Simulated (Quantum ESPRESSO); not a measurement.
Crystal: CuO.

```
CELL_PARAMETERS angstrom
3.42205 0.00000 0.00000
0.00000 3.42205 0.00000
0.00000 0.00000 4.26046
ATOMIC_POSITIONS crystal
Cu 0.00000 0.50000 0.00000
Cu 0.50000 0.00000 0.50000
O 0.00000 0.00000 0.25000
O 0.00000 0.00000 0.75000
```

Measurements of this composition are mostly on another form, of space group No. 15.

Below is the output of Quantum ESPRESSO 7.5 for this cell. Logs are shortened: lines on timing, memory, paths and dates and some standing lists are left out, and cuts for length are marked.

```text
This program is part of the open-source Quantum ESPRESSO suite
     for quantum simulation of materials; please cite
[... 9 lines left out ...]
     --------------------
     sticks:   dense  smooth     PW     G-vecs:    dense   smooth      PW
     Sum        1481     749    221                53927    19123    3097

     Using Slab Decomposition

     bravais-lattice index     =            0
     lattice parameter (alat)  =       8.0000  a.u.
     unit-cell volume          =     336.6869 (a.u.)^3
     number of atoms/cell      =            4
     number of atomic types    =            2
     number of electrons       =        50.00
     number of Kohn-Sham states=           34
     kinetic-energy cutoff     =      56.0000  Ry
     charge density cutoff     =     448.0000  Ry
     scf convergence threshold =      8.0E-10
     mixing beta               =       0.5000
     number of iterations used =            8  plain     mixing
     energy convergence thresh.=      1.0E-05
     force convergence thresh. =      4.0E-04
     press convergence thresh. =      3.0E-01
     Exchange-correlation= SLA  PW   PSX  PSC
                           (   1   4  10   8   0   0   0)
     nstep                     =           40

     celldm(1)=   8.000000  celldm(2)=   0.000000  celldm(3)=   0.000000
     celldm(4)=   0.000000  celldm(5)=   0.000000  celldm(6)=   0.000000

     crystal axes: (cart. coord. in units of alat)
               a(1) = (   0.808342   0.000000   0.000000 )
               a(2) = (   0.000000   0.808342   0.000000 )
               a(3) = (   0.000000   0.000000   1.006388 )

     reciprocal axes: (cart. coord. in units 2 pi/alat)
               b(1) = (  1.237100  0.000000  0.000000 )
               b(2) = (  0.000000  1.237100  0.000000 )
               b(3) = (  0.000000  0.000000  0.993652 )

     PseudoPot. # 1 for Cu read from file:
     cu_pbesol_v1.2.uspp.F.UPF
     Pseudo is Ultrasoft + core correction, Zval = 19.0
     Generated by new atomic code, or converted to UPF format
     Using radial grid of  867 points,  6 beta functions with:
                l(1) =   0
                l(2) =   0
                l(3) =   1
                l(4) =   1
                l(5) =   2
                l(6) =   2
[... 61 lines left out ...]
        k(   30) = (   0.5301855   0.5301855   0.3974610), wk =   0.0653061

     Dense  grid:    53927 G-vectors     FFT dimensions: (  45,  45,  60)

     Smooth grid:    19123 G-vectors     FFT dimensions: (  32,  32,  40)

     Check: negative core charge=   -0.000002

     Initial potential from superposition of free atoms

     starting charge      48.0000, renormalised to      50.0000
     Starting wfcs are   34 randomized atomic wfcs

     Self-consistent Calculation

     iteration #  1     ecut=    56.00 Ry     beta= 0.50
     Davidson diagonalization with overlap
     ethr =  1.00E-02,  avg # of iterations =  4.7

     total energy              =    -867.60695151 Ry
     estimated scf accuracy    <       6.46527836 Ry
[... 61 lines left out ...]
     total energy              =    -871.24736880 Ry
     estimated scf accuracy    <       0.00039574 Ry

[... 87 further cycles ...]
     iteration # 14     ecut=    56.00 Ry     beta= 0.50
     Davidson diagonalization with overlap
     ethr =  1.97E-08,  avg # of iterations =  2.0

     total energy              =    -871.36849636 Ry
     estimated scf accuracy    <       0.00000056 Ry
[... 57 lines left out ...]
     iteration # 23     ecut=    56.00 Ry     beta= 0.50
     Davidson diagonalization with overlap
     ethr =  1.74E-13,  avg # of iterations =  1.3

     End of self-consistent calculation

          k = 0.0000 0.0000 0.0000 (  2087 PWs)   bands (ev):

  -101.5227-101.5223 -59.1761 -59.1761 -59.1428 -59.1358 -58.8754 -58.8754
    -9.1018  -7.6562   2.3852   5.2499   5.2499   6.9976   7.2864   7.2864
     7.4888   7.8125   8.2986   8.4643   8.4643   8.4792   8.5768   8.9642
    11.7068  11.7068  12.3951  16.9153  18.3464  24.1502  25.4975  25.4975
    25.7151  27.0062
[... 227 lines left out ...]
  -101.5212-101.5211 -59.1894 -59.1884 -59.1369 -59.1368 -58.8856 -58.8851
    -7.7328  -7.5641   4.5015   4.6062   4.8450   5.1137   5.4321   5.5470
     7.8273   8.0712   8.4928   8.5258   8.8038   8.8387   9.4128   9.4627
    10.2014  10.9404  14.3856  15.5205  21.5776  21.6810  22.1809  22.3783
    25.4420  26.2139

     the Fermi energy is    10.9965 ev

!    total energy              =    -871.36849657 Ry
     estimated scf accuracy    <          1.2E-12 Ry
     smearing contrib. (-TS)   =      -0.00128721 Ry
     internal energy E=F+TS    =    -871.36720936 Ry

     The total energy is F=E-TS. E is the sum of the following terms:
     one-electron contribution =    -647.29361734 Ry
     hartree contribution      =     348.64093536 Ry
     xc contribution           =     -90.99603179 Ry
     ewald contribution        =    -481.71849559 Ry

     convergence has been achieved in  23 iterations

     Forces acting on atoms (cartesian axes, Ry/au):

     atom    1 type  1   force =     0.00000000    0.00000000    0.00000000
     atom    2 type  1   force =     0.00000000    0.00000000    0.00000000
     atom    3 type  2   force =     0.00000000    0.00000000    0.00000000
     atom    4 type  2   force =     0.00000000    0.00000000   -0.00000000

     Total force =     0.000000     Total SCF correction =     0.000000

     Computing stress (Cartesian axis) and pressure

          total   stress  (Ry/bohr**3)                   (kbar)     P=        0.38
  -0.00000488   0.00000000   0.00000000           -0.72        0.00        0.00
   0.00000000  -0.00000488   0.00000000            0.00       -0.72        0.00
   0.00000000   0.00000000   0.00001745            0.00        0.00        2.57

=------------------------------------------------------------------------------=
   JOB DONE.
=------------------------------------------------------------------------------=
```

Question: What input gives this log?

Answer: Relaxation of cell and atoms with PBEsol, no spin polarisation. The files as run (others can give the same):

pw.in
```
&CONTROL
  calculation = 'vc-relax'
  prefix = 'pwscf'
  outdir = './tmp'
  pseudo_dir = './pseudo'
  tprnfor = .true.
  tstress = .true.
  disk_io = 'low'
  nstep = 40
  forc_conv_thr = 0.0004
  etot_conv_thr = 1d-05
/
&SYSTEM
  ibrav = 0
  celldm(1) = 8
  nat = 4
  ntyp = 2
  ecutwfc = 56
  ecutrho = 448
  nbnd = 34
  occupations = 'smearing'
  smearing = 'fd'
  degauss = 0.00367493
/
&ELECTRONS
  conv_thr = 8d-10
  electron_maxstep = 120
  mixing_beta = 0.5
/
&IONS
  ion_dynamics = 'bfgs'
/
&CELL
  cell_dynamics = 'bfgs'
  press = 0
  press_conv_thr = 0.3
/
ATOMIC_SPECIES
Cu    63.5460 cu_pbesol_v1.2.uspp.F.UPF
O     15.9990 o_pbesol_v1.2.uspp.F.UPF
CELL_PARAMETERS alat
  0.8083423897262   0.0000000000000   0.0000000000000
  0.0000000000000   0.8083423897262   0.0000000000000
  0.0000000000000   0.0000000000000   1.0063881702147
ATOMIC_POSITIONS crystal
Cu     0.0000000000    0.5000000000    0.0000000000
Cu     0.5000000000    0.0000000000    0.5000000000
O      0.0000000000    0.0000000000    0.2500000000
O      0.0000000000    0.0000000000    0.7500000000
K_POINTS automatic
7 7 5 0 0 0
```

Potentials or basis: GBRV 1.5 PBEsol.
Command:
```bash
$ OMP_NUM_THREADS=1 pw.x -in pw.in > pw.out
```

Caveat: the run has no spin polarisation, though such a crystal can be magnetic.
